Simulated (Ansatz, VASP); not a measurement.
Ga: VASP beside Ansatz

File POSCAR:

```
Ga
1.0
   -1.3843987196      1.3843987196      2.3112238365
    1.3843987196     -1.3843987196      2.3112238365
    1.3843987196      1.3843987196     -2.3112238365
Ga
1
Direct
    0.0000000000      0.0000000000      0.0000000000
```

INCAR.step1

```
  PREC = Accurate
  ENCUT = 520
  ISMEAR = -1
  SIGMA = 0.05
  LREAL = False
  LASPH = True
  NELM = 80
  NBANDS = 12
  GGA = PE
  ALGO = Normal
  EDIFF = 1E-4
  LWAVE = True
  LCHARG = False
```

INCAR.step2

```
  PREC = Accurate
  ENCUT = 520
  EDIFF = 1E-6
  ISMEAR = -1
  SIGMA = 0.05
  LREAL = False
  LASPH = True
  NELM = 80
  ALGO = Normal
  ISIF = 2
  LWAVE = False
  LCHARG = True
  METAGGA = R2SCAN
  LMIXTAU = True
  LELF = True
  LVHAR = True
  NBANDS = 12
  ISTART = 1
```

KPOINTS

```
Automatic mesh
0
Gamma
  13 13 13
```

File input.yaml:

```yaml
crystal:
  lattice:
    - [-1.3843987196, 1.3843987196, 2.3112238365]
    - [1.3843987196, -1.3843987196, 2.3112238365]
    - [1.3843987196, 1.3843987196, -2.3112238365]
  atoms:
    - { symbol: Ga, position: [0.0, 0.0, 0.0] }
hamiltonian:
  xc: r2scan
  pseudopotentials: { kind: paw }
kpoints:
  mp_grid: { grid: [13, 13, 13] }
scf:
  occupations: { method: fermi_dirac, width: 0.05 }
output:
  forces: true
  stress: true
  eigenvalues: true
```

This isn't the form of Ga at room conditions, which is orthorhombic.

Alike in both runs: task single point; functional r2SCAN; k mesh 13 × 13 × 13; occupations fermi-dirac, width 0.05 eV; no spin polarisation.

```csv
,VASP,Ansatz
version,VASP 6.6.1,Ansatz 0.2.0
potentials or method,"VASP PAW PBE potentials, release 64 (Ga_d)",Ansatz PAW
plane-wave cutoff (eV),520,500
valence electrons in the cell,13,13
```

Ansatz gave:

* gap on the k mesh at the Fermi level (eV): none
* pressure (GPa): 0.2
* largest component of the traceless stress (GPa): 0.10

What did VASP give for the same quantities?

gap on the k mesh at the Fermi level (eV): none; pressure (GPa): 0.2; largest component of the traceless stress (GPa): 0.13.

A gap of «none» marks a metal or a gap that the smearing closes.

Caveats: the PAW data sets were made with another functional, which shifts forces and pressure a little (VASP); the PAW data sets come from PBE, with cores solved anew for the run's functional, which leaves a small shift of forces and pressure (Ansatz).
